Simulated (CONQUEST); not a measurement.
Ti under changes of volume

One of the cells (17.676 Å³/atom); the others are scaled copies at fixed shape and fractional positions:

```
Ti
1.0
     3.28200    0.00000    0.00000
     0.00000    3.28200    0.00000
     0.00000    0.00000    3.28200
Ti
2
Direct
  0.00000 0.00000 0.00000
  0.50000 0.50000 0.50000
```

This isn't the form of Ti at room conditions, which is hcp.

* Program: CONQUEST 1.3
* Functional: PBE
* Dispersion: D2
* Potentials or basis: PseudoDojo NC PBE, SZ, grid of 24 × 24 × 24 points
* k mesh: 8 × 8 × 8
* Occupations: methfessel-paxton of order 1, width 0.05 eV
* Spin: no spin polarisation

```tsv
volume (Å³/atom)	energy over the lowest point (meV/atom)	pressure (GPa)
16.616	7.48	4.6
16.969	0.20	1.2
17.323	0.00	-0.6
17.676	3.42	-2.3
18.030	10.69	-4.6
18.383	?	?
18.737	39.58	-7.9
```

Q: What does the run at 18.383 Å³/atom give?

A: Energy over the lowest point 22.79 meV/atom; pressure -6.5 GPa.

Worked out: A Birch-Murnaghan fit of order 3 (a polynomial in V^(-2/3)) to the other rows has its minimum at 17.24 Å³/atom with B0 = V·E''(V) = 108 GPa (rough, since the energies scatter). It gives 23.34 meV/atom at 18.383 Å³/atom, against the run's 22.79, and -dE/dV = -6.4 GPa, against -6.5.

Caveats: the atomic basis is small; the basis of atomic orbitals isn't converged, which shifts pressures, moduli and gaps; pairwise dispersion overbinds metals, which lowers pressure and volume.
